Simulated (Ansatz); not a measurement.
# SiO2: the cost of one run

Method: DFT PBE, scalar-relativistic, plane waves, PAW, in Ansatz 0.2.0.

2 further runs of the same task are left out: 2 set aside as unsound or not needed.

## Step 1: Starting point

The cell holds 21 atoms (O14Si7): a = 6.683 Å, b = 6.840 Å, c = 6.891 Å, α = 92.00°, β = 93.29°, γ = 89.80°.

It is the last frame of an earlier stage of the same melt, run at 1440 K.

The coordinates stand in the first input below.

## Step 2: Stage at 300 K

One k point, a Fermi-Dirac width of 0.050 eV and a fixed cell.

The input, input.yaml:

```yaml
crystal:
  lattice:
    - [6.680116, 0.009788, -0.194728]
    - [0.009788, 6.838988, -0.119718]
    - [-0.194728, -0.119718, 6.886716]
  atoms:
    - { symbol: Si, position: [0.6968249619, 0.3418893549, 0.6058142966] }
    - { symbol: Si, position: [0.03776606, 0.9549838642, 0.575031909] }
    - { symbol: Si, position: [0.4005752783, 0.0126611739, 0.5452373671] }
    - { symbol: Si, position: [0.8442541952, 0.1763914003, 0.9519141811] }
    - { symbol: Si, position: [0.8536509509, 0.6105563126, 0.3601974497] }
    - { symbol: Si, position: [0.5687057074, 0.1625619355, 0.2363721674] }
    - { symbol: Si, position: [0.1433017311, 0.2869860595, 0.2990832489] }
    - { symbol: O, position: [0.8402265777, 0.3507496349, 0.8013730209] }
    - { symbol: O, position: [0.0436464358, 0.1949134496, 0.0892376625] }
    - { symbol: O, position: [0.9322149256, 0.96005118, 0.7888404523] }
    - { symbol: O, position: [0.1611571064, 0.1304214303, 0.5025967304] }
    - { symbol: O, position: [0.2680808443, 0.8197821845, 0.5993582004] }
    - { symbol: O, position: [0.7804306329, 0.4932150912, 0.159163209] }
    - { symbol: O, position: [0.3927207539, 0.328496691, 0.2330130847] }
    - { symbol: O, position: [0.6653573846, 0.0604676634, 0.0333139227] }
    - { symbol: O, position: [0.0595162723, 0.4777476812, 0.4220751225] }
    - { symbol: O, position: [0.503614783, 0.2133398416, 0.6891811707] }
    - { symbol: O, position: [0.4312586908, 0.9816117294, 0.3115726884] }
    - { symbol: O, position: [0.9028203118, 0.868339877, 0.3880690475] }
    - { symbol: O, position: [0.6783520396, 0.5665153795, 0.53229505] }
    - { symbol: O, position: [0.7405521113, 0.1896997529, 0.4126285152] }
  symmetry: { detect: false }
basis:
  ecutwfc: 420
  xc_grid: 1
kpoints:
  mp_grid: { grid: [1, 1, 1], shift: [0.0, 0.0, 0.0] }
hamiltonian:
  xc: pbe
scf:
  occupations: { method: fermi_dirac, width: 0.05 }
  lower_state_search: "off"
  convergence: { dr2_threshold: 1.0e-05 }
output:
  forces: true
  stress: true
md:
  timestep: 2.0
  n_steps: 100
  ensemble: nvt_langevin
  friction: 0.015
  temperature: 300.0
  initial_velocities: maxwell_boltzmann
  seed: 1386
```

On the command line:

```
ansatz run input.yaml --threads 2 --pin off --max-ram 5120MiB --backend cpu --events-out ev --progress --plain --runs-dir out
```

**Question.** How long does this run take on 2 threads of Intel Xeon Platinum 8375C at 2.90GHz (Ice Lake), shared host, and how much memory does it need?

About 81 s, with a peak of 0.4 GiB.
